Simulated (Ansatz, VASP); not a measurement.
# One calculation of LiF (Griceite), two programs

INCAR

```
SYSTEM = LiF
PREC = Accurate
ENCUT = 520
EDIFF = 1E-6
ISMEAR = 0
SIGMA = 0.01
LREAL = .False.
LASPH = .True.
NELM = 100
ALGO = Normal
ISIF = 2
LWAVE = .False.
LCHARG = .False.
GGA = PE
NBANDS = 12
```

KPOINTS

```
Automatic mesh
0
Gamma
  8 8 8
  0 0 0
```

Contents of POSCAR:

```
LiF
1.0
    0.0000000000      1.9920215883      1.9920215883
    1.9920215883      0.0000000000      1.9920215883
    1.9920215883      1.9920215883      0.0000000000
Li F
1 1
Direct
    0.0000000000      0.0000000000      0.0000000000
    0.5000000000      0.5000000000      0.5000000000
```

Input for Ansatz:

```yaml
crystal:
  lattice:
    - [0.0, 1.9920215883, 1.9920215883]
    - [1.9920215883, 0.0, 1.9920215883]
    - [1.9920215883, 1.9920215883, 0.0]
  atoms:
    - { symbol: Li, position: [0.0, 0.0, 0.0] }
    - { symbol: F, position: [0.5, 0.5, 0.5] }
kpoints:
  mp_grid: { grid: [8, 8, 8] }
hamiltonian:
  xc: pbe
scf:
  occupations: { method: fixed }
  n_extra_bands: 4
output:
  forces: true
  stress: true
  eigenvalues: true
```

Alike in both runs: task single point; functional PBE; k mesh 8 × 8 × 8; no spin polarisation.

|  | VASP | Ansatz |
| --- | --- | --- |
| version | VASP 6.6.1 | Ansatz 0.2.0 |
| potentials or method | VASP PAW PBE potentials, release 64 (Li_sv, F) | plane waves, PAW |
| plane-wave cutoff (eV) | 520 | 420 |
| occupations | gaussian, width 0.01 eV | fixed |
| valence electrons in the cell | 10 | 10 |

```tsv
	VASP	Ansatz	Ansatz less VASP
gap on the k mesh at the Fermi level (eV)	9.39	9.39	-0.003
```

 Expect the measured gap to be larger: semilocal functionals such as PBE lack the derivative discontinuity. A k mesh can miss the band edges.
